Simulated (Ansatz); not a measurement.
**A computed series for NaI: response to strain**

The parent structure is NaI in the rock salt structure (space group Fm-3m, No. 225).

```yaml
crystal:
  lattice:
    - [0.00000, 3.20105, 3.20105]
    - [3.20105, 0.00000, 3.20105]
    - [3.20105, 3.20105, 0.00000]
  atoms:
    - { symbol: Na, position: [0.00000, 0.00000, 0.00000] }
    - { symbol: I, position: [0.50000, 0.50000, 0.50000] }
```

Cartesian axes are those of the cell as printed.

Strains are applied to the cell and any free atomic positions relax.

The values are results of PBEsol, PAW, 420 eV (Ansatz, a first-principles code; no SOC), not measurements.

Notes on the quantities. energy relative to the base: free energy F; pressure: mean of the normal stresses, compression positive.

```tsv
variant	band gap	energy relative to the base	pressure	volume per atom
base	3.60 eV	0 meV/atom	0.01 GPa	32.80 Å³
uniaxial strain ε_zz = −3.00 %	3.67 eV	+3.9 meV/atom	0.61 GPa	31.82 Å³
uniaxial strain ε_zz = −2.00 %	3.64 eV	+1.6 meV/atom	0.39 GPa	32.14 Å³
uniaxial strain ε_zz = −1.00 %	3.62 eV	+0.4 meV/atom	0.19 GPa	32.47 Å³
uniaxial strain ε_zz = −0.50 %	[?]	+0.1 meV/atom	[?]	32.64 Å³
uniaxial strain ε_zz = +0.50 %	3.58 eV	+0.1 meV/atom	-0.07 GPa	32.96 Å³
uniaxial strain ε_zz = +1.00 %	3.56 eV	+0.3 meV/atom	-0.15 GPa	33.13 Å³
uniaxial strain ε_zz = +2.00 %	3.53 eV	+1.3 meV/atom	-0.30 GPa	33.46 Å³
uniaxial strain ε_zz = +2.50 %	3.51 eV	+2.0 meV/atom	-0.37 GPa	33.62 Å³
uniaxial strain ε_zz = +3.00 %	3.50 eV	+2.9 meV/atom	-0.43 GPa	33.78 Å³
```

Q: Complete the table.

A: 
- uniaxial strain ε_zz = −0.50 %, band gap: 3.61 eV
- uniaxial strain ε_zz = −0.50 %, pressure: 0.10 GPa

Spin-orbit coupling, missing from the scalar runs, can matter with I. Whether these cells are dynamically stable was not tested.
